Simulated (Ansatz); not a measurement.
Set up this calculation in Ansatz 0.2.0, as an ASE script.

| Item | Value |
| --- | --- |
| Task | equation of state |
| Functional | PBEsol |
| Dispersion | D4 |
| Potentials or basis | Ansatz PAW |
| Cutoff | 420 eV |
| Density cutoff | 1680 eV |
| k mesh | 11 × 11 × 6 |
| Occupations | gaussian, width 0.05 eV |
| Spin | collinear spin, random start |
| Starting moments | [-2.11, 3.55] μB |
| Hubbard terms | Cr d U = 4.5 eV |
| Driver | calculator |
| Hubbard projectors | atomic |
| Conventional | yes |
| Eos | murnaghan |
| Double counting | fll (the default) |

The structure of Cr lies in Cr.cif:

```cif
data_Cr
_cell_length_a 2.71400000
_cell_length_b 2.71400000
_cell_length_c 4.41000000
_cell_angle_alpha 90.00000000
_cell_angle_beta 90.00000000
_cell_angle_gamma 120.00000000
_space_group_name_H-M_alt 'P6_3/mmc'
_space_group_name_Hall '-P 6c 2c'
_space_group_IT_number 194
loop_
_space_group_symop_operation_xyz
'x,y,z'
'-x,-y,-z'
'x-y,x,z+1/2'
'-x+y,-x,-z+1/2'
'-y,x-y,z'
'y,-x+y,-z'
'-x,-y,z+1/2'
'x,y,-z+1/2'
'-x+y,-x,z'
'x-y,x,-z'
'y,-x+y,z+1/2'
'-y,x-y,-z+1/2'
'-y,-x,-z+1/2'
'y,x,z+1/2'
'-x,-x+y,-z'
'x,x-y,z'
'-x+y,y,-z+1/2'
'x-y,-y,z+1/2'
'y,x,-z'
'-y,-x,z'
'x,x-y,-z+1/2'
'-x,-x+y,z+1/2'
'x-y,-y,-z'
'-x+y,y,z'
loop_
_atom_site_label
_atom_site_type_symbol
_atom_site_symmetry_multiplicity
_atom_site_Wyckoff_symbol
_atom_site_fract_x
_atom_site_fract_y
_atom_site_fract_z
_atom_site_occupancy
Cr1 Cr 2 c 0.6666666667 0.3333333333 0.7500000000 1
```

This isn't the form of Cr at room conditions, which is bcc.

One way to write it, as run:

run.py

```python
import json

import ase.io
import numpy as np
from ase.calculators.calculator import CalculationFailed, Calculator
from ase.stress import full_3x3_to_voigt_6_stress
from ase.units import GPa
from ase.eos import EquationOfState

import ansatz as az

class AnsatzCalculator(Calculator):
    implemented_properties = ["energy", "free_energy", "forces", "stress", "magmom"]

    def calculate(self, atoms, properties, system_changes):
        super().calculate(atoms, properties, system_changes)
        structure = atoms.copy()
        structure.set_constraint()
        structure.set_momenta(None)
        structure.set_masses(None)
        outcome = (
            az.Crystal.from_ase(structure)
            .calculation()
            .basis(xc_grid=2)
            .kpoints(11, 11, 6)
            .functional("pbesol", dispersion="d4")
            .pseudopotentials(kind="paw")
            .hubbard(projectors="atomic")
            .hubbard("Cr", "d", u_eff=4.5)
            .spin("collinear")
            .scf(tolerance=2e-10)
            .occupations(method="gaussian", width=0.05)
            .forces()
            .stress()
            .run(threads=2)
        )
        if not outcome.report["converged"]:
            raise CalculationFailed("SCF not converged")
        report = outcome.report
        self.results = {
            "free_energy": report["lagrangian_ev"],
            "energy": report["lagrangian_ev"],
            "forces": np.array(report["forces_ev_ang"]),
            "stress": -GPa * full_3x3_to_voigt_6_stress(report["stress_gpa"]),
            "magmom": report["magnetization_mub"],
        }

np.set_printoptions(precision=5, suppress=True, linewidth=110)
atoms = ase.io.read("Cr.cif")
atoms.info.pop("occupancy", None)
atoms.set_initial_magnetic_moments([-2.11, 3.55])
atoms.calc = AnsatzCalculator()
cell = atoms.cell.copy()
volumes, energies = [], []
for x in (0.94, 0.96, 0.98, 1.0, 1.02, 1.04, 1.06):
    atoms.set_cell(cell * x ** (1 / 3), scale_atoms=True)
    volumes.append(atoms.get_volume() / len(atoms))
    energies.append(atoms.get_potential_energy() / len(atoms))
    print(f"x {x:.2f}  V = {volumes[-1]:.4f} A^3/atom  E = {energies[-1]:.6f} eV/atom  P = {-atoms.get_stress()[:3].mean() / GPa:.3f} GPa")
v0, e0, b0 = EquationOfState(volumes, energies, eos="murnaghan").fit()
print(f"V0 = {v0:.4f} A^3/atom, E0 = {e0:.6f} eV/atom, B0 = {b0 / GPa:.2f} GPa")
```

Potentials or basis: Ansatz PAW.

Command:

```bash
$ python run.py
```

It gave:

The equilibrium volume is outside the volumes run.

Caveat: the magnetic or orbital state may not be the lowest; the U is typed as a test and isn't derived for this compound.

Run time: 54 s on 2 threads of Arm Neoverse V1, on a shared host, peak memory 0.52 GiB.
